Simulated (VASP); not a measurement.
The system is BN.

```
CELL_PARAMETERS angstrom
1.25112 0.72234 3.37293
-1.25112 0.72234 3.37293
0.00000 -1.44467 3.37293
ATOMIC_POSITIONS crystal
N 0.66724 0.66724 0.66724
B 0.00033 0.00033 0.00033
```

The cell is a database's computed one.

* Program: VASP 6.6.1
* Task: relaxation of cell and atoms
* Functional: PBE
* Potentials or basis: VASP PAW PBE potentials, release 64 (N, B)
* Cutoff: 600 eV
* k mesh: 12 × 12 × 12
* Occupations: fermi-dirac, width 0.05 eV
* Spin: no spin polarisation

At the start: pressure 3.5 GPa; volume 9.14 Å³/atom.

Where does the relaxation end?

Over 10 steps the energy falls by 8.2 meV/atom and the volume is 10.56 Å³/atom (+15.4 %); space group R3m (No. 160, to 0.05 Å).

The path:
```
step  energy change (eV)  largest force (eV/Å)  pressure (GPa)  volume (Å³)
   1              0.0000                0.0030            3.46        18.29
   2              0.0034                0.0005           -4.36        18.82
   3             -0.0023                0.0017            0.32        18.49
   4             -0.0036                0.0014            0.26        18.60
   5             -0.0070                0.0001            0.24        18.91
   6             -0.0118                0.0064            0.19        19.53
   7             -0.0162                0.0274            0.16        20.77
   8             -0.0164                0.0339            0.15        21.08
   9             -0.0137                0.1882           -2.05        21.35
  10             -0.0164                0.0078           -0.09        21.11
```

Final structure:
```
N B
1.0
     1.25629    0.72532    3.86190
    -1.25629    0.72532    3.86190
     0.00000   -1.45064    3.86190
N B
1 1
Cartesian
  0.0000 0.0000 7.7289
  0.0000 0.0000 0.0053
```

Caveat: the volume moved by over 15 % at a fixed basis, so the end points are rough.
